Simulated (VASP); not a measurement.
# Ag: single point with RPBE

Ag, in a box:

```
Ag
1.0
    10.50000    0.00000    0.00000
     0.00000   11.00000    0.00000
     0.00000    0.00000   11.50000
Ag
1
Direct
  0.50000 0.50455 0.50000
```

```
Program             : VASP 6.6.1
Task                : single point
Functional          : RPBE
Potentials or basis : VASP PAW PBE potentials, release 64 (Ag)
Cutoff              : 400 eV
k mesh              : 1 × 1 × 1
Occupations         : gaussian, width 0.01 eV
Spin                : collinear spin, ferromagnetic start
Starting moments    : [0.5] μB
Fixed moment        : 1 μB
```

| Quantity | Value |
| --- | --- |
| Net moment | 1.00 μB per cell |
| Site moments | Ag +0.35 μB |
| Valence electrons inside the program's atomic spheres | Ag 9.71 |

Wall time 77 s on 1 thread of Intel(R) Xeon(R) 6975P-C (Granite Rapids), on a shared host, peak memory 1 GiB.

Caveat: the total moment is fixed, so each spin has its own Fermi level.
